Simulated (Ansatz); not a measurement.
MnS under changes of volume

One of the cells (15.133 Å³/atom); the others are scaled copies at fixed shape and fractional positions:

```
CELL_PARAMETERS angstrom
0.00000 2.47346 2.47346
2.47346 0.00000 2.47346
2.47346 2.47346 0.00000
ATOMIC_POSITIONS crystal
Mn 0.00000 0.00000 0.00000
S 0.75000 0.75000 0.75000
```

The cell is a database's computed one.

* Program: Ansatz 0.2.0
* Functional: PBE
* Potentials or basis: Ansatz PAW earlier set
* Cutoff: 780 eV
* Density cutoff: 3120 eV
* k mesh: 9 × 9 × 9
* Occupations: fermi-dirac, width 0.05 eV
* Spin: collinear spin, ferromagnetic start
* Starting moments: [4.0, 0.0] μB

```tsv
volume (Å³/atom)	energy over the lowest point (meV/atom)	pressure (GPa)
14.225	?	?
14.527	25.88	9.5
14.830	11.28	6.1
15.133	2.86	3.0
15.435	0.00	0.2
15.738	2.13	-2.3
16.041	8.73	-4.5
```

Task: What does the run at 14.225 Å³/atom give?

Result: Energy over the lowest point 47.35 meV/atom; pressure 13.3 GPa.

Worked out: A Birch-Murnaghan fit of order 3 (a polynomial in V^(-2/3)) to the other rows has its minimum at 15.45 Å³/atom with B0 = V·E''(V) = 134 GPa and B' = 4.5. It gives 47.30 meV/atom at 14.225 Å³/atom, against the run's 47.35, and -dE/dV = 13.3 GPa, against 13.3.

Energies are extrapolated to zero smearing.

Caveats: the moment fell far below its start of 4 μB, so a state of higher moment may lie lower in energy; the starting moments weren't kept.
